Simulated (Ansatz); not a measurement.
# ZnS (F-43m): relaxing the cell for a phonon run

Wanted: the relaxed cell of ZnS (F-43m).

Calculated with Ansatz 0.2.0; DFT PBE, scalar-relativistic, plane waves, PAW.

Experimental background.

For ZnS, sphalerite (zinc blende) (untreated commercial multispectral-grade CVD/HIP polycrystalline window), “On the Surface Hardening of Zinc Sulfide Windows by Gallium Sulfide” (2024, pmc:11595366) gives, by powder X-ray diffraction: lattice constant a (cubic a, untreated; bracketed figure appears to be the next digit …) 5.411 Å [commercial polycrystalline ceramic window; bracketed digit ambiguous (next digit or …].

For ZnS, zincblende (literature value, sample not described, 19 K), “Electronic, vibrational, and thermodynamic properties of ZnS (zincblende and rocksalt structure)” (2009, arxiv:0911.5022) quotes earlier work: band gap (direct gap E0 at Gamma) 3.85 eV [literature value at 19 K; includes electron-phonon renormalization, which the paper puts …].

The database entry behind the starting cell differs from later determinations by our own check (about 0.1 % short), so it need not match the best structure at ambient conditions.

### 1. The structure

Symmetry: F-43m, No. 216, cubic system. Conventional cell: a = 5.404 Å, b = 5.404 Å, c = 5.404 Å, α = 90.00°, β = 90.00°, γ = 90.00°. Nearest to Zn lie 4 S at 2.34 Å. S has 4 Zn at 2.34 Å nearest. Farther neighbours and most contacts between anions are not listed.

### 2. A coarse first look

First a cheap look: the gap decides the mesh and the occupations, the pressure tells how far the cell has to move.

input.yaml reads:

```yaml
crystal:
  lattice:
    - [0.0, 2.702, 2.702]
    - [2.702, 0.0, 2.702]
    - [2.702, 2.702, 0.0]
  atoms:
    - { symbol: Zn, position: [0.25, 0.25, 0.25] }
    - { symbol: S, position: [0.0, 0.0, 0.0] }
kpoints:
  mp_grid: { grid: [6, 6, 6] }
hamiltonian:
  xc: pbe
scf:
  occupations: { method: gaussian, width: 0.1 }
output:
  forces: true
  stress: true
  eigenvalues: true
```

Started as:

```bash
$ ansatz run input.yaml --threads 4 --pin off --max-ram 7168MiB --backend cpu --events-out ev --progress --plain --runs-dir out
```

Numbers of over 12 decimals in the logs are rounded to 6 here.

What it wrote:

```text
Engine: ansatz 0.2.0, aarch64-unknown-linux-gnu
Pseudopotentials: kind: paw
Pseudopotential: Zn, paw, valence charge 12, recommended cutoff 420 eV (normal), Zn.paw.azcp
Pseudopotential: S, paw, valence charge 6, recommended cutoff 420 eV (normal), S.paw.azcp
Functional definition: PBE
  parameter kappa = 0.804
  parameter beta = 0.066725
  exchange = pbe_x(kappa = kappa, mu = beta*pi^2/3)
[...]
--- Band table (eV; the first three rows and the last of 16) ---
  k-point 0: bands = [... 5 lower, -0.0476, 5.7892, 5.7892, 5.7892, 7.8976, 12.1571, 12.1571, 12.1571]
  k-point 1: bands = [... 5 lower, -0.0495, 4.1064, 5.5431, 5.5431, 9.0063, 12.1433, 12.5564, 12.5564]
  k-point 2: bands = [... 5 lower, -0.0359, 1.8997, 5.1150, 5.1150, 9.2203, 12.8020, 12.8020, 13.6062]
  k-point 15: bands = [... 5 lower, 0.3066, 1.2090, 3.1649, 3.1923, 10.6253, 11.1242, 14.7680, 14.7909]
[key lines of the parts left out:]
SCF converged after 6 iterations
Free energy (F): -4222.727019 eV
Fermi energy:    6.846022 eV
P = ⅓ Tr σ = 1.6175 GPa (16.175 kbar)
```

Run time: 0.85 s. Hardware: 4 threads of Arm Neoverse V2, shared host; peak memory 0.28 GiB; 1.5 s of CPU time.

This step gave:

```yaml
pressure: 1.617 GPa
gap_on_the_k_mesh: 2.108 eV
volume_per_atom: 19.73 Å³
direct_gap_on_mesh: 2.108 eV
```

The coarse mesh shows a gap of 2.11 eV and a pressure of 1.6 GPa.

### 3. Bringing the structure to rest

Harmonic phonons are second derivatives at a point where the forces vanish, and they are wanted at zero stress, so atoms and cell are relaxed first.

input.yaml, the sections that differ from step 2:

```yaml
kpoints:
  mp_grid: { grid: [10, 10, 10] }
scf:
  occupations: { method: gaussian, width: 0.02 }
output:
  forces: true
  stress: true
  eigenvalues: true
  write_density: true
  write_potential: true
  elf: true
  volumetric_format: npy
relax:
  adjacent_minimum: "off"
  f_tol: 0.005
  max_steps: 80
  cell: { stress_tol: 0.05 }
# crystal, hamiltonian: as in step 2
```

What it wrote:

```text
[...]
Crystal: 2 atoms, lattice volume = 39.454 Å³
Basis set: ecut = 420 eV, 749 PW (Γ), exchange–correlation on 54×54×54 points (8 copies of the dense FFT grid, shifted against one another)
Bands: 13, of which v1, the nominal top of the filled ones, is band 9 counted from 1 (8 counted from 0)
Symmetry: 24 space group operations
[...]
k-points: 47 of 1000 (time reversal used)
[...]
SCF iter   1: F=—  HF=-4222.729903 eV  |F-HF|=—  |Δ(HF+E_count)|=         —  Δρ=6.03e-4  dr2=1.88e-4  ethr=1.77e-3  ⟨swp⟩=5.7  Hψ=3697  notcnv=0
[...]
SCF iter   6: F=-4222.730157 eV  HF=-4222.730157 eV  |F-HF|=8.10e-9  |Δ(HF+E_count)|=   5.03e-7  Δρ=3.54e-6  dr2=2.10e-9  ethr=5.56e-10  ⟨swp⟩=9.1  Hψ=4631  notcnv=0
SCF 1 converged in 6 iterations: F = -4222.730157 eV  dr2 = 2.10e-9
[...]
relax step   1: F+E_penalty+E_count = -4222.73015713 eV  Δ(F+E_penalty+E_count) = +0.000e0 eV  max|allowed force component| = 1.850e-16 eV/Å  Δτ_max = 0.0000 Å  P = +1.598 GPa  Ω = 39.454 Å³  (6 SCF iters, dr2 threshold 1.00e-7 eV, accepted)
Crystal: 2 atoms, lattice volume = 39.943 Å³
[...]
iter 1 solved again at ethr=8.42e-7 eV; its pass at ethr=3.10e-3 eV (dr2=1.52e-4 eV) is discarded
[...]
SCF iter   5: F=-4222.733420 eV  HF=-4222.733420 eV  |F-HF|=1.29e-8  |Δ(HF+E_count)|=   4.95e-8  Δρ=8.40e-6  dr2=1.68e-8  ethr=9.69e-10  ⟨swp⟩=9.1  Hψ=4561  notcnv=0
SCF 2 converged in 5 iterations: F = -4222.733420 eV  dr2 = 1.68e-8
relax step   2: F+E_penalty+E_count = -4222.73341976 eV  Δ(F+E_penalty+E_count) = -3.263e-3 eV  max|allowed force component| = 4.163e-17 eV/Å  Δτ_max = 0.0000 Å  P = +0.679 GPa  Ω = 39.943 Å³  energy of the carried Pulay correction = -2.028e-4 eV  (5 SCF iters, dr2 threshold 2.00e-7 eV, accepted)
Crystal: 2 atoms, lattice volume = 40.313 Å³
[...]
SCF iter   5: F=-4222.734074 eV  HF=-4222.734074 eV  |F-HF|=7.52e-9  |Δ(HF+E_count)|=   2.48e-8  Δρ=6.35e-6  dr2=9.76e-9  ethr=5.05e-10  ⟨swp⟩=8.9  Hψ=4384  notcnv=0
SCF 3 converged in 5 iterations: F = -4222.734074 eV  dr2 = 9.76e-9
relax step   3: F+E_penalty+E_count = -4222.73407395 eV  Δ(F+E_penalty+E_count) = -6.542e-4 eV  max|allowed force component| = 9.021e-17 eV/Å  Δτ_max = 0.0000 Å  P = +0.025 GPa  Ω = 40.313 Å³  energy of the carried Pulay correction = -3.541e-4 eV  (5 SCF iters, dr2 threshold 2.00e-7 eV, accepted)
[...]
SCF iter   6: F=-4222.734424 eV  HF=-4222.734424 eV  |F-HF|=1.64e-11  |Δ(HF+E_count)|=   2.30e-9  Δρ=7.85e-8  dr2=2.14e-12  ethr=1.00e-12  ⟨swp⟩=5.9  Hψ=2587  notcnv=0
SCF 4 converged in 6 iterations: F = -4222.734424 eV  dr2 = 2.14e-12
relax step   4: F+E_penalty+E_count = -4222.73442412 eV  Δ(F+E_penalty+E_count) = -3.502e-4 eV  max|allowed force component| = 1.226e-16 eV/Å  Δτ_max = 0.0000 Å  P = +0.024 GPa  Ω = 40.313 Å³  stress off target by 2.43e-2 GPa  SCF on the basis re-selected at this cell (its energy is not comparable with the rows above)  (6 SCF iters)
basis re-selected at this cell: Δ(F+E_penalty+E_count) = -3.502e-4 eV, ΔP = -0.000 GPa vs the last step (what re-selecting the basis moved, of the pressure what is left beyond the Pulay correction that the steps carried, after the strain that the cell walked since its last selection, with what the two solves' SCF thresholds leave and, on support functions, any second-order correction that the steps lacked; it is no m [...]
SCF converged after 6 iterations
Free energy (F): -4222.734424 eV
[...]
Internal energy: -4222.734424 eV  (E = F + TS)
E sigma→0 (E₀):  -4222.734424 eV
Fermi energy:    6.518049 eV
[...]
--- Stress (GPa, compression-positive) ---
        0.024299       0.000000      -0.000000
        0.000000       0.024299       0.000000
       -0.000000       0.000000       0.024299
  P = ⅓ Tr σ = 0.0243 GPa (0.243 kbar)
--- Band table (eV; the first three rows and the last of 47) ---
  k-point 0: bands = [... 5 lower, -0.2681, 5.5097, 5.5097, 5.5097, 7.5261, 11.8943, 11.8943, 11.8943]
  k-point 1: bands = [... 5 lower, -0.2693, 4.7276, 5.4162, 5.4162, 8.1392, 11.7977, 12.0592, 12.0592]
  k-point 2: bands = [... 5 lower, -0.2692, 3.3980, 5.1888, 5.1888, 8.8039, 11.9978, 12.3892, 12.3892]
  k-point 46: bands = [... 5 lower, 0.0945, 1.0253, 2.9095, 2.9231, 10.8196, 11.1572, 13.7997, 14.0342]
--- Relaxed structure (3 steps of the walk, 3 accepted, 1 SCFs on fresh bases) ---
  F+E_penalty+E_count = -4222.73442412 eV   max|allowed force component| = 1.226e-16 eV/Å   (the final SCF, on the basis selected at the relaxed cell)
  cell:  # Å, volume = 40.3131 Å³
    - [0, 2.721481, 2.721481]
    - [2.721481, 0, 2.721481]
    - [2.721481, 2.721481, 0]
  atoms:
    - { symbol: Zn, position: [0.250000, 0.250000, 0.250000] }
    - { symbol: S, position: [0, 0, 0] }
```

Run time: 3.6 s. Hardware: 4 threads; peak memory 0.34 GiB.

Step by step:

| step | energy less that of the first step (eV) | largest force component (eV/Å) | pressure (GPa) | volume (Å³) |
| --- | --- | --- | --- | --- |
| 1 | 0.0000 | 0.0000 | 1.60 | 39.45 |
| 2 | -0.0033 | 0.0000 | 0.68 | 39.94 |
| 3 | -0.0039 | 0.0000 | 0.02 | 40.31 |
| 4* | -0.0043 | 0.0000 | 0.02 | 40.31 |

Relaxation steps marked * repeat the geometry before them on a plane-wave basis chosen anew for their cell, so energy and pressure can jump there.

Forces are held to the 24 operations that the run works with; a distortion that breaks them can't arise in this run.

| conventional cell, symmetrised | before | after | change |
| --- | --- | --- | --- |
| a (Å) | 5.404 | 5.443 | +0.7 % |
| b (Å) | 5.404 | 5.443 | +0.7 % |
| c (Å) | 5.404 | 5.443 | +0.7 % |
| volume (Å³/atom) | 19.73 | 20.16 | +2.2 % |

Final coordinates:

```xyz
2
Lattice="0.0000 2.7215 2.7215 2.7215 0.0000 2.7215 2.7215 2.7215 0.0000" Properties=species:S:1:pos:R:3 pbc="T T T"
Zn    1.3607    1.3607    1.3607
S     0.0000    0.0000    0.0000
```

This step gave:

```yaml
pressure: 0.02430 GPa
gap_on_the_k_mesh: 2.016 eV
volume_per_atom: 20.16 Å³
direct_gap_on_mesh: 2.016 eV
```

Electrostatic potential energy in the ac plane of a cell with a along [110], b along [-110] and c along [001] of the cube at fractional y = 0.000, with atoms of Zn and S within 0.2 Å of it. With pseudopotentials it is smooth inside the atoms' cores, unlike the true potential.

Ten even steps from '_' (-34 eV) to '@' (11 eV), each cell a mean:
```
....**%%%%%%%%%%++....__--##%%%%%%%%##::__
::==####==--==####==::--**%%++----**%%**--
%%%%%%==____..==%%%%%%%%%%**::____::##%%%%
@@@@%%--______--%%@@@@@@@@**..____..**@@@@
@@@@%%++..__::++%%@@@@@@@@##--....--##@@@@
@@@@@@%%**++**%%@@@@@@@@@@@@##++++##@@@@@@
@@@@@@@@@@@@@@@@@@@@@@@@@@@@@@@@@@@@@@@@@@
@@@@@@@@@@@@@@@@@@@@@@@@@@@@@@@@@@@@@@@@@@
@@@@@@@@@@@@@@@@@@@@@@@@@@@@@@@@@@@@@@@@@@
@@@@@@@@@@@@@@@@@@@@@@@@@@@@@@@@@@@@@@@@@@
@@@@@@@@@@@@@@@@@@@@@@@@@@@@@@@@@@@@@@@@@@
**##@@@@@@@@@@@@@@##**##%%@@@@@@@@@@@@%%**
__::##@@@@@@@@@@##::__..++%%@@@@@@@@%%==..
::__++%%@@@@@@%%++__::..::##@@@@@@@@##::..
```
Columns run along a (7.7 Å; values clipped at the 3rd and 97th percentile), rows up along c (5.4 Å), edges of the conventional cell, whose origin can differ from the input's. Atoms in or near the plane, at fractional coordinates: Zn at (0.75, 0.75), Zn at (0.25, 0.75), S at (0.50, 0.00), S at (0.00, 0.00).

ELF in the ac plane of a cell with a along [110], b along [-110] and c along [001] of the cube at fractional y = 0.000, with atoms of Zn and S within 0.2 Å of it. It is the smooth field of the valence electrons, not physical close to the nuclei.

Ten even steps from '_' (0.00) to '@' (0.85), each cell a mean:
```
--%%@@**::..::**@@%%--++@@%%==..::==%%@@++
@@@@%%--......--%%@@@@@@@@++::....::**@@@@
%%%%==..______..==%%%%%%**::..____..::**%%
++==::..______..::==++==--::________::--==
......::..__..::..........::..____..::....
____..............________............____
______..........__________............____
__________..______________________________
__________________________________________
::..______________..::::..____________..::
##++--..______..--++##**==::________::==**
@@%%##--______--##%%@@@@%%++..____::++%%@@
##%%%%**::__::**%%%%####@@##==__..==##@@##
..**@@##--..--##@@**..--%%@@++....++@@%%--
```
Columns run along a (7.7 Å), rows up along c (5.4 Å), edges of the conventional cell, whose origin can differ from the input's. Atoms in or near the plane, at fractional coordinates: Zn at (0.75, 0.75), Zn at (0.25, 0.75), S at (0.50, 0.00), S at (0.00, 0.00).

Valence density in the ac plane of a cell with a along [110], b along [-110] and c along [001] of the cube at fractional y = 0.000, with atoms of Zn and S within 0.2 Å of it. It is the smooth field of the valence electrons, not physical close to the nuclei.

Values in e/Å³, 8 rows by 16 columns, each cell a mean:
```
 1  1  0  0  1  0  1  1  1  1  0  0  1  0  1  1
 0  0  1 10 16  2  0  0  0  0  1 10 16  2  0  0
 0  0  1  6 10  1  0  0  0  0  1  6 10  1  0  0
 0  0  0  0  0  0  0  0  0  0  0  0  0  0  0  0
 0  0  0  0  0  0  0  0  0  0  0  0  0  0  0  0
 0  0  0  0  0  0  0  0  0  0  0  0  0  0  0  0
 1  0  0  0  0  0  0  1  1  0  0  0  0  0  0  1
 1  1  0  0  0  0  1  1  1  1  0  0  0  0  1  1
```
Columns run along a (7.7 Å), rows up along c (5.4 Å), edges of the conventional cell, whose origin can differ from the input's. Atoms in or near the plane, at fractional coordinates: Zn at (0.75, 0.75), Zn at (0.25, 0.75), S at (0.50, 0.00), S at (0.00, 0.00).

In this step the volume went from 19.73 to 20.16 Å³/atom.

### 4. Relaxing to small forces for the phonons

Phonons need a cell at rest on their own settings, so the relaxation is repeated with tight tolerances on forces and stress, using the mesh and the filling of the phonon run that follows.

input.yaml reads:

```yaml
crystal:
  lattice:
    - [0.0, 2.7214810285, 2.7214810285]
    - [2.7214810285, 0.0, 2.7214810285]
    - [2.7214810285, 2.7214810285, 0.0]
  atoms:
    - { symbol: Zn, position: [0.25, 0.25, 0.25] }
    - { symbol: S, position: [0.0, 0.0, 0.0] }
kpoints:
  mp_grid: { grid: [12, 12, 12] }
hamiltonian:
  xc: pbe
scf:
  occupations: { method: fixed }
output:
  forces: true
  stress: true
  eigenvalues: true
relax:
  adjacent_minimum: "off"
  f_tol: 0.001
  max_steps: 60
  cell: { stress_tol: 0.01 }
```

What it wrote:

```text
[...]
Crystal: 2 atoms, lattice volume = 40.313 Å³
Basis set: ecut = 420 eV, 749 PW (Γ), exchange–correlation on 54×54×54 points (8 copies of the dense FFT grid, shifted against one another)
Bands: 13, of which v1, the nominal top of the filled ones, is band 9 counted from 1 (8 counted from 0)
[... 1 set-up line as in the run before ...]
[...]
k-points: 72 of 1728 (time reversal used)
[...]
k-point 71: bands = [... 5 lower, 0.1066, 1.0211, 2.8619, 2.8763, 11.2008, 11.4307, 13.3102, 13.7089]
--- Relaxed structure (3 steps of the walk, 3 accepted, 1 SCFs on fresh bases) ---
[...]
cell:  # Å, volume = 40.3272 Å³
    - [0, 2.721799, 2.721799]
    - [2.721799, 0, 2.721799]
    - [2.721799, 2.721799, 0]
  atoms:
    - { symbol: Zn, position: [0.25, 0.25, 0.25] }
    - { symbol: S, position: [0, 0, 0] }
[key lines of the parts left out:]
SCF converged after 5 iterations
Free energy (F): -4222.734460 eV
Fermi energy:    5.505238 eV
P = ⅓ Tr σ = -0.0001 GPa (-0.001 kbar)
```

The job ended after 4.9 s (4 threads; peak memory 0.36 GiB).

Little changed from the start: no atom moved by 0.005 Å and no cell edge by 0.1 %.

Numbers from this step:

```yaml
pressure: -1.47e-4 GPa
gap_on_the_k_mesh: 2.015 eV
direct_gap_on_mesh: 2.015 eV
```

The forces vanish by symmetry and the pressure is 0.000 GPa, within the tolerances set. The cell now holds 20.16 Å³/atom.

### 5. Outcome

| Item | Value |
| --- | --- |
| space group after relaxation (within 0.01 Å) | F-43m |
| lattice constant a | 5.444 Å |
| lattice constant b | 5.444 Å |
| lattice constant c | 5.444 Å |
| volume per atom | 20.2 Å³ |
| gap on the k-mesh | 2.01 eV |

What this shows: The forces vanish by symmetry and the pressure is 0.000 GPa, within the tolerances set. The cell now holds 20.16 Å³/atom. The relaxation keeps the symmetry of its start, so it says nothing on stability against lower symmetry.

Calculation against experiment:

| quantity | measured | PBE, PAW |
| --- | --- | --- |
| lattice constant a (Å) | 5.411 | 5.444 (+0.6 %) |
| band gap (direct gap) (eV) | 3.85 | 2.01 (-1.84 eV) |

Measured values from pmc:11595366 (2024) and arxiv:0911.5022 (2009).

**Verdict.** The lattice constant a is off by +0.6 %: good agreement. The band gap is off by -1.84 eV: a clear miss. Local and semilocal functionals usually give gaps below the measured ones. Zero-point and thermal motion shift the measured gap. The grades are ours: good and fair within 0.7 and 1.5 % for the lattice constant a. Zero-point motion and thermal expansion are not in the computed lattice constants. As a rule both would widen the computed cell, so the excess over experiment is if anything larger than shown.

[Logs are printed without paths, hosts, clocks, repeated set-up lines and the standing remarks that a program may print on its own settings, such as how far it seeks lower states.]

[Hosts, paths, dates, database ids (printed as entryN), source tags and the programs' standing remarks are cut or masked in the printed files.]
